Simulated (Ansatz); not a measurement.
# CuO (P1) in Ansatz: notebook, part 2 of 2

Ansatz 0.2.0.

## Step 3: Band structure, r2SCAN

The input, input.yaml:

```yaml
crystal:
  lattice:
    - [2.34185, -1.7113, 0.0]
    - [-1.49182, -1.7113, -5.05787]
    - [2.34185, 5.1339, 0.0]
  atoms:
    - { symbol: Cu, position: [0.32132716, 0.95657656, 0.29054178] }
    - { symbol: Cu, position: [0.67867284, 0.04342344, 0.70945822] }
    - { symbol: Cu, position: [0.3225567, 0.52186451, 0.68364633] }
    - { symbol: Cu, position: [0.6774433, 0.47813549, 0.31635367] }
    - { symbol: O, position: [0.41767164, 0.70732048, 0.00989985] }
    - { symbol: O, position: [0.41392836, 0.79267952, 0.65850015] }
    - { symbol: O, position: [0.22493959, 0.34816805, 0.07342398] }
    - { symbol: O, position: [0.94346041, 0.15183195, 0.25817602] }
hamiltonian:
  xc: r2scan
  pseudopotentials: { kind: paw }
kpoints:
  mp_grid: { grid: [9, 5, 5] }
  band_path:
    path:
      - [[0.5, 0.0, 0.0], [0.0, 0.0, 0.0], [0.0, -0.5, 0.0]]
      - [[0.5, -0.5, 0.0], [0.0, 0.0, 0.0], [0.0, 0.5, -0.5]]
      - [[0.5, 0.5, -0.5], [0.0, 0.0, 0.0], [0.0, 0.0, -0.5]]
      - [[0.5, 0.0, -0.5], [0.0, 0.0, 0.0]]
    npoints: 10
scf:
  occupations: { method: fermi_dirac, width: 0.05 }
  n_extra_bands: 20
output:
  forces: true
  stress: true
  eigenvalues: true
  fatbands: false
```

Potentials or basis: Ansatz PAW.

Run with:

```sh
$ ansatz run input.yaml --threads 4 --pin off --max-ram 11264MiB --backend cpu --events-out ev --progress --plain --runs-dir out
```

Output:

```text
Warning: RAYON_NUM_THREADS=4 ignored (pool sized by the plan → 4); use --threads N
scf.n_extra_bands = 20 over 50 filled bands (N_el = 100.0): the run solves 70 bands
Engine: ansatz 0.2.0, aarch64-unknown-linux-gnu
Pseudopotentials: kind: paw
Pseudopotential: Cu, paw, valence charge 19, recommended cutoff 500 eV (meta_gga), Cu.paw.azcp
Pseudopotential: O, paw, valence charge 6, recommended cutoff 500 eV (meta_gga), O.paw.azcp
Functional definition: r2SCAN
  parameter k0 = 0.174
  parameter k1 = 0.065
  parameter a1 = 4.9479
  exchange = r2scan_x(k0 = k0, k1 = k1, a1 = a1)
  correlation = r2scan_c
Crystal: 8 atoms, lattice volume = 81.080 Å³
Basis set: ecut = 500 eV, 2065 PW (Γ), exchange–correlation on 96×180×180 points (64 copies of the dense FFT grid, shifted against one another)
Bands: 70, of which v1, the nominal top of the filled ones, is band 50 counted from 1 (49 counted from 0)
Symmetry: 1 space group operations
[... 43 lines left out ...]
  E_vpaw       = -2089.069133  (= ΣTr[D̂ρ^β])
  E_aug_tail   = 0.004561  (compensation charges beyond the density's cutoff)
  E_vtau       = 62.167173  (kinetic-family band-sum trace: ∫τ·v_τ [+ j·A + Jᵃ·Aᵃ] dr)
  E_ewald      = -12968.014858
  E_core_change = -1.332196  (= ΣΔE_core)
  E_smearing   = -0.036288  (= −TS)
  E_closure    = -0.000000  (closes the sum)
  Σ components = -28782.638846   (vs F -28782.638846, Δ=0.00e0)
--- Forces (eV/Å), atoms counted from 1 ---
  atom   1  Cu     3.34319274    -0.79766131     2.56987154
  atom   2  Cu     5.33647666    -5.18787983   -14.20712280
  atom   3  Cu     0.52505170     2.30386616     7.91109690
  atom   4  Cu     5.03485922    -0.14077802    -2.75800469
  atom   5  O      1.94821768     2.05594101     0.82959254
  atom   6  O     -5.72025804     1.41663586     6.68184897
  atom   7  O     -6.75821741    -1.64073676     2.54678927
  atom   8  O     -3.70931749     1.99060612    -3.57406483
  max |Σ_I F_I| component: 6.89e-6 eV/Å
--- Stress (GPa, compression-positive) ---
       41.544433       1.874751      -1.969107
        1.874743      34.347032      22.297934
       -1.969132      22.297932      72.452297
  P = ⅓ Tr σ = 49.4479 GPa (494.479 kbar)
--- Band table (eV; the first three rows and the last of 113) ---
  k-point 0: bands = ["-105.5363", "-105.1949", "-104.8942", "-104.8311", "-61.6056", "-61.4454", "-61.3212", "-61.1786", "-61.0799", "-61.0497", "-60.9982", "-60.7541", "-60.6667", "-60.5592", "-60.4827", "-60.3525", "-10.1263", "-9.3972", "-7.7727", "-7.3228", "2.7140", "3.7918", "4.1444", "4.9293", "5.2422", "5.3906", "5.4763", "6.0076", "6.8544", "7.0261", "7.4588", "7.7685", "7.8929", "8.2043", "8.2386", "8.3086", "8.8735", "9.0553", "9.0722", "9.3019", "9.4240", "9.5300", "9.7198", "10.1134", "10.4513", "11.0498", "11.2273", "11.4262", "11.5356", "11.9589", "12.1634", "12.3508", "12.6156", "16.4478", "16.8523", "19.2345", "20.6690", "21.8924", "22.2356", "25.3881", "25.5497", "26.2404", "27.4789", "27.6352", "28.5094", "29.3360", "30.2534", "30.5890", "31.2516", "31.6625"]
  k-point 1: bands = ["-105.5363", "-105.1949", "-104.8942", "-104.8311", "-61.6056", "-61.4454", "-61.3212", "-61.1786", "-61.0799", "-61.0497", "-60.9982", "-60.7541", "-60.6667", "-60.5592", "-60.4827", "-60.3525", "-10.0885", "-9.4301", "-7.7931", "-7.3198", "2.7388", "3.8070", "4.1823", "4.8811", "5.0756", "5.4664", "5.6097", "6.0313", "6.8718", "7.0557", "7.4709", "7.6533", "7.9819", "8.1143", "8.2580", "8.4249", "8.8934", "9.0040", "9.0803", "9.2687", "9.3860", "9.5692", "9.6492", "9.9947", "10.4168", "11.0570", "11.1322", "11.4019", "11.5477", "11.8654", "12.1362", "12.5508", "12.8568", "16.2942", "16.8129", "19.1199", "20.7854", "21.6122", "22.9634", "24.9356", "25.3164", "26.3900", "27.1429", "28.1409", "28.6298", "29.4290", "29.7549", "30.5840", "31.2102", "31.4840"]
  k-point 2: bands = ["-105.5363", "-105.1949", "-104.8943", "-104.8311", "-61.6056", "-61.4453", "-61.3212", "-61.1786", "-61.0799", "-61.0498", "-60.9982", "-60.7541", "-60.6667", "-60.5592", "-60.4827", "-60.3525", "-10.0165", "-9.4942", "-7.8250", "-7.3159", "2.7772", "3.9146", "4.2005", "4.5486", "5.1985", "5.5783", "5.6792", "6.0472", "6.9768", "7.1210", "7.4471", "7.6157", "7.8076", "8.2097", "8.2895", "8.5024", "8.8804", "8.9403", "9.0208", "9.1928", "9.3234", "9.5006", "9.7131", "9.8666", "10.4393", "10.9810", "11.0955", "11.3601", "11.5761", "11.6022", "12.1738", "12.7339", "13.4988", "15.6950", "16.8520", "18.9640", "20.9228", "21.8575", "23.4668", "24.6861", "25.0946", "25.9241", "27.1442", "28.0653", "28.6871", "29.5088", "30.0620", "30.5250", "31.1972", "31.5810"]
  k-point 112: bands = ["-105.5356", "-105.1942", "-104.8936", "-104.8305", "-61.6048", "-61.4441", "-61.3266", "-61.1803", "-61.0963", "-61.0491", "-60.9971", "-60.7599", "-60.6658", "-60.5591", "-60.4892", "-60.3605", "-9.6892", "-8.8352", "-7.7665", "-7.0776", "2.8137", "3.8568", "4.2416", "4.3802", "4.5579", "5.0688", "5.4924", "6.3100", "6.6258", "6.9749", "7.0984", "7.8060", "8.0845", "8.1798", "8.4573", "8.6053", "8.9919", "9.0843", "9.2679", "9.3184", "9.4632", "9.5601", "9.8228", "9.9513", "10.2942", "10.5097", "10.8235", "11.0553", "11.3439", "11.7558", "12.1460", "12.5634", "14.4516", "16.1729", "17.1275", "18.2841", "20.1090", "20.3387", "21.9234", "23.0005", "23.4134", "24.7401", "25.6346", "27.3054", "27.4542", "28.6485", "28.7937", "29.7898", "30.6315", "31.1602"]
```

bands.tsv:

```text
[... 96 lines left out ...]
```

Run time: 56 s. Hardware: 4 threads of Arm Neoverse V2, shared host; peak memory 0.99 GiB.

Results:

| Item | Value |
| --- | --- |
| Free energy | -28782.6388 eV |
| Pressure | 49.4 GPa |
| Largest force | 16.039 eV/Å |
| Band gap on the k mesh | none (metal or under the smearing width) |

Forces in eV/Å, atoms in the order of the input:
```
Cu    3.343  -0.798   2.570
Cu    5.336  -5.188 -14.207
Cu    0.525   2.304   7.911
Cu    5.035  -0.141  -2.758
O     1.948   2.056   0.830
O    -5.720   1.417   6.682
O    -6.758  -1.641   2.547
O    -3.709   1.991  -3.574
```

Levels at the corners of the path, in eV from the Fermi level:
| point | band 46 | band 47 | band 48 | band 49 | band 50 | band 51 | band 52 | band 53 | band 54 | band 55 |
| --- | --- | --- | --- | --- | --- | --- | --- | --- | --- | --- |
| X | -1.42 | -1.14 | -0.74 | -0.56 | -0.38 | -0.05 | 0.79 | 2.90 | 4.35 | 4.95 |
| Γ | -0.87 | -0.69 | -0.50 | -0.39 | 0.04 | 0.24 | 0.43 | 0.69 | 4.53 | 4.93 |
| Y | -1.10 | -1.03 | -0.52 | -0.41 | 0.13 | 0.40 | 0.66 | 1.49 | 2.47 | 5.57 |
| L | -1.37 | -1.27 | -0.77 | -0.55 | -0.10 | 0.42 | 0.90 | 2.66 | 4.31 | 5.04 |
| Γ | -0.87 | -0.69 | -0.50 | -0.39 | 0.04 | 0.24 | 0.43 | 0.69 | 4.53 | 4.93 |
| Z | -0.94 | -0.79 | -0.74 | -0.53 | -0.38 | -0.11 | 0.57 | 1.84 | 2.47 | 5.90 |
| N | -1.37 | -0.99 | -0.97 | -0.63 | -0.35 | 0.09 | 0.56 | 3.05 | 4.47 | 5.40 |
| Γ | -0.87 | -0.69 | -0.50 | -0.39 | 0.04 | 0.24 | 0.43 | 0.69 | 4.53 | 4.93 |
| M | -0.94 | -0.85 | -0.57 | -0.36 | -0.34 | 0.26 | 0.83 | 1.74 | 3.61 | 4.94 |
| R | -1.24 | -1.17 | -0.92 | -0.48 | -0.36 | -0.08 | 0.41 | 2.46 | 4.42 | 5.20 |
| Γ | -0.87 | -0.69 | -0.50 | -0.39 | 0.04 | 0.24 | 0.43 | 0.69 | 4.53 | 4.93 |

Caveat: a pressure of tens of GPa on the cell as given is suspect, and the run, the potentials or the cell itself is likely at fault; the run has no spin polarisation, though such a crystal can be magnetic; semilocal functionals often make such compounds metallic where correlation or magnetic order opens a gap, which also shifts bond lengths; the PAW data sets come from PBE, with cores solved anew for the run's functional, which leaves a small shift of forces and pressure; forces of over 1 eV/Å show positions far from the minimum, so gaps and moduli don't describe the material at rest.
